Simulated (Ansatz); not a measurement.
# AlFe: the change of pressure and energy less free atoms with volume scale

All results are calculated (Ansatz 0.2.0). Periodic Kohn-Sham DFT of a crystal at fixed atoms, scaled to volume_scale times the given cell; pressure positive in compression, energy less spherical unpolarised free atoms, largest_vzz the field gradient of largest size among the nuclei.

The cell before it is scaled or strained (space group Pm-3m, No. 221):
```
AlFe
1.0
      2.9100     0.0000     0.0000
      0.0000     2.9100     0.0000
      0.0000     0.0000     2.9100
Al Fe
1 1
Direct
  0.00000 0.00000 0.00000
  0.50000 0.50000 0.50000
```

Settings of every row: method all-electron LAPW; functional PBE; relativity scalar; k mesh 12x12x12; filling fermi-dirac; smearing width 0.05 eV; basis error target 0.5 meV/atom; nucleus gaussian.

Atom:
| element | start moment (bohr magneton) |
| --- | --- |
| Al | 0 |
| Fe | 3 |

Limits: with one magnetic atom in the cell only parallel moments are possible.

| row | volume scale | V (Å³/atom) | pressure (GPa) | energy less free atoms (eV/atom) | cell moment (bohr magneton) |
| --- | --- | --- | --- | --- | --- |
| 1 | 0.9405 | 11.588 | 4.494 | -6.7376 | 0.677 |
| 2 | 0.98 | 12.075 | -2.799 | -6.7398 | 0.719 |
| 3 | 1 | 12.321 | -5.932 | -6.7331 | 0.738 |
| 4 | 1.02 | 12.568 | ? | ? | ? |
| 5 | 1.06 | 13.06 | -13.531 | -6.6872 | 0.785 |

Question: what pressure and energy less free atoms should row 4 give?

Worked fit of pressure. Take u = (V_r/V)^(2/3) − 1 with V_r = 12.198 Å³ an atom, which is twice the finite (Eulerian) strain; such expansions in the strain, on which the Birch-Murnaghan equation of state is built, carry the rest volume and the bulk modulus. The shown rows have u = 0.03479, 0.00678, -0.00667, -0.0445. Least squares give pressure = −4.4071 + 233.532 × u + 640.78 × u² GPa; a straight line predicts inner rows, each left out in turn, worse (root mean square 0.65 against 0.0093 GPa). The rows lie off it by 0.001, -0.005, 0.004, -0.001 (root mean square 0.0033 GPa). The pressure vanishes at u = 0.0180, or V = 11.88 Å³ an atom, and there the bulk modulus at fixed shape and fractions is B = −V dP/dV = (2/3)(1 + u) dP/du = 174 GPa. The withheld row has u = -0.01972, so the fit gives −4.4071 + 233.532 × (-0.01972) + 640.78 × (-0.01972)² = -8.763 GPa.

The calculation gave -8.743 GPa. The fit lies 0.020 GPa (0.11 % of the column's range) below it; its largest miss of a shown row is 0.005 GPa.

Worked fit of energy less free atoms. Take u = (V_r/V)^(2/3) − 1 with V_r = 12.198 Å³ an atom, which is twice the finite (Eulerian) strain; such expansions in the strain, on which the Birch-Murnaghan equation of state is built, carry the rest volume and the bulk modulus. The shown rows have u = 0.03479, 0.00678, -0.00667, -0.0445. Least squares give energy less free atoms = −6.73705 − 0.5004 × u + 13.931 × u² eV/atom; a straight line predicts inner rows, each left out in turn, worse (root mean square 0.014 against 9.5e-06 eV/atom). All shown rows lie on it to the printed digit. Its lowest point lies at u = 0.0180, or V = 11.88 Å³ an atom, and the curvature there gives the bulk modulus at fixed shape and fractions, B = (4/9)(1 + u)² E″(u)/V = 173 GPa. The withheld row has u = -0.01972, so the fit gives −6.73705 − 0.5004 × (-0.01972) + 13.931 × (-0.01972)² = -6.7218 eV/atom.

The calculation gave -6.7217 eV/atom. The fit lies 0.0001 eV/atom (0.19 % of the column's range) below it, one unit of the last digit.

The other values of row 4: cell moment 0.756 bohr magneton.
